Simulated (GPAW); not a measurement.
Crystal: CdO (Monteponite).

```
Cd O
1.0
     0.00000    2.34950    2.34950
     2.34950    0.00000    2.34950
     2.34950    2.34950    0.00000
Cd O
1 1
Direct
  0.00000 0.00000 0.00000
  0.50000 0.50000 0.50000
```

```yaml
Program: GPAW 26.7.0
Task: relaxation of cell and atoms
Functional: revPBE
Potentials_or_basis: the program's PAW data sets (release 1.2.1) made for this functional
Cutoff: 800 eV
Basis: pw
k_mesh: 10 × 10 × 10
Occupations: fermi-dirac, width 0.05 eV
Spin: no spin polarisation
```

At the start: pressure 8.8 GPa; volume 12.97 Å³/atom.

Q: Where does the relaxation end?

A: Over 4 steps the energy falls by 22.9 meV/atom and the volume is 13.83 Å³/atom (+6.7 %); space group Fm-3m (No. 225, to 0.05 Å).

Step by step:
```
step  energy change (eV)  largest force (eV/Å)  pressure (GPa)  volume (Å³)
   1              0.0000                0.0000            8.81        25.94
   2             -0.0193                0.0000            6.49        26.34
   3             -0.0456                0.0000            0.50        27.56
   4             -0.0458                0.0000            0.03        27.67
```

Final structure:
```
CELL_PARAMETERS angstrom
0.00000 2.40050 2.40050
2.40050 0.00000 2.40050
2.40050 2.40050 0.00000
ATOMIC_POSITIONS crystal
Cd 0.00000 0.00000 0.00000
O 0.50000 0.50000 0.50000
```

Caveat: later steps reuse the first step's grids.
